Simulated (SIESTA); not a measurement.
ZnS (Wurtzite-2H) in SIESTA: the effect of functional

Crystal: ZnS (Wurtzite-2H).

```
Zn S
1.0
     3.81100    0.00000    0.00000
    -1.90550    3.30042    0.00000
     0.00000    0.00000    6.23400
Zn S
2 2
Direct
  0.66667 0.33333 0.50000
  0.33333 0.66667 0.00000
  0.66667 0.33333 0.88500
  0.33333 0.66667 0.38500
```

Alike in all runs:

| Quantity | Value |
| --- | --- |
| Program | SIESTA 5.4.2 |
| Task | band structure |
| Basis | DZP (energy shift 0.003 Ry; two zetas on semicore shells) |
| Grid cutoff | 800 Ry |
| Energy shift | 0.003 Ry |
| k mesh | 8 × 8 × 5 |
| Occupations | fermi-dirac, width 0.05 eV |
| Spin | no spin polarisation |

Q: One run gave: gap on the mesh 2.56 eV; pressure -0.2 GPa; largest force 0.34 eV/Å. Which functional did it use?
A. vdW-DF-cx
B. AM05
C. BLYP

A: B.

```tsv
functional	potentials or basis	gap on the mesh (eV)	pressure (GPa)	largest force (eV/Å)
AM05	PseudoDojo 0.4 standard (PBEsol files)	2.56	-0.2	0.34
BLYP	PseudoDojo 0.4 standard (PBE files)	2.59	6.8	0.37
vdW-DF-cx	PseudoDojo 0.4 standard (PBE files)	2.52	0.8	0.36
```

Caveats: short orbitals over semicore shells can move pressures by several GPa; the valence orbitals were made in a potential fitted to the semicore shell under them, which widens gaps by tenths of an eV or more; the potentials were made for another functional, which shifts forces and pressure; the basis of atomic orbitals isn't converged, which shifts pressures, moduli and gaps.

